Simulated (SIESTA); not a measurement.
GaSb:

```xyz
2
Lattice="0.0000 3.0590 3.0590 3.0590 0.0000 3.0590 3.0590 3.0590 0.0000" Properties=species:S:1:pos:R:3 pbc="T T T"
Sb    4.5885    4.5885    4.5885
Ga    0.0000    0.0000    0.0000
```

Base run:

| Item | Value |
| --- | --- |
| Program | SIESTA 5.4.2 |
| Functional | AM05 |
| Potentials or basis | PseudoDojo 0.4 standard (PBEsol files) |
| Basis | DZP (energy shift 0.003 Ry; two zetas on semicore shells) |
| Grid cutoff | 800 Ry |
| Energy shift | 0.003 Ry |
| k mesh | 8 × 8 × 8 |
| Occupations | fermi-dirac, width 0.05 eV |
| Spin | no spin polarisation |

Its results: band gap on the k mesh 0.11 eV, direct; pressure 0.2 GPa.

The run is repeated on the same cell with these changes: functional from AM05 to LDA; potentials or basis from PseudoDojo 0.4 standard (PBEsol files) to PseudoDojo 0.4 standard (LDA files). What comes out?

Band gap on the k mesh none (metal or under the smearing width); pressure -1.6 GPa.

Caveats: the basis of atomic orbitals isn't converged, which shifts pressures, moduli and gaps; the potentials were made for another functional, which shifts forces and pressure (some runs); spin-orbit coupling is left out, which moves the levels of the heavy elements (some runs).

A k mesh can miss the band edges.
